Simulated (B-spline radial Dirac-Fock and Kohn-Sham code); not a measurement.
## Satellites and hypersatellites of the K lines of Mn⁴⁺

System: manganese as Mn⁴⁺, 1s2 2s2 2p6 3s2 3p6 3d3, inside a Watson sphere of charge -4 and radius 2.4 Å (a model of the Madelung potential; inside it an electron's potential energy is raised by 24.0 eV).

Input file task.json (cfg lists n, l and occupation; rrms is the nuclear radius in fm):

```json
{"items": [{
  "Z": 25,
  "q": 4,
  "cfg": [[1, 0, 2], [2, 0, 2], [2, 1, 6], [3, 0, 2], [3, 1, 6], [3, 2, 3]],
  "A": 55,
  "rrms": 3.7057,
  "watson": [-4, 2.4],
  "do": ["binding", "quiet", "double"]
}]}
```

Launch: `python xray_run.py task.json out`

Model: Dirac-Fock ΔSCF + Breit + QED. Program: a radial atomic solver. Each two-hole energy is an average over J within one jj subconfiguration, not an observable level; in light atoms, where LS coupling holds, the j-resolved values are not observed lines, and for a K spectator the Kα1 hypersatellite is nearly forbidden. Correlation and solid-state effects are left out.

Lines without a spectator: Kα2 (K-L2) 5885.4 eV, Kα1 (K-L3) 5895.5 eV, Kβ3 (K-M2) 6492.9 eV, Kβ1 (K-M3) 6494.2 eV. Shifts in eV with one spectator hole (a dash: not computed, or left out as unreliable):

```tsv
spectator hole	Kα2	Kα1	Kβ3	Kβ1
L2 (2p1/2)	+23.60	+28.95	–	+68.8
L3 (2p3/2)	+27.14	+25.93	+66.9	–
M2 (3p1/2)	–	+2.22	+6.78	+8.34
M3 (3p3/2)	+2.04	–	+8.01	+7.59
```

**Question.** Where does the K-L3 hypersatellite lie, emitted when both K electrons are missing?

**Answer.** +262.9 eV from the normal line, at 6158.4 eV. Removing both K electrons costs 13543.2 eV, which is 359.1 eV more than twice the K binding energy. In light atoms the observed hypersatellite is the ¹S₀ → ¹P₁ component, which lies below this average, and the triplet component is nearly forbidden.

With n spectator holes in 2p, averaged over the 2p shell (energies in eV):

| n | KαLⁿ | step | hypersatellite KαʰLⁿ |
| --- | --- | --- | --- |
| 0 | 5892.1 | – | 6154.4 |
| 1 | 5919.0 | +26.9 | 6182.6 |
| 2 | 5947.2 | +28.1 | 6212.0 |
| 3 | 5976.6 | +29.4 | 6242.7 |
| 4 | 6007.2 | +30.6 | 6274.6 |
| 5 | 6039.1 | +31.9 | 6307.8 |
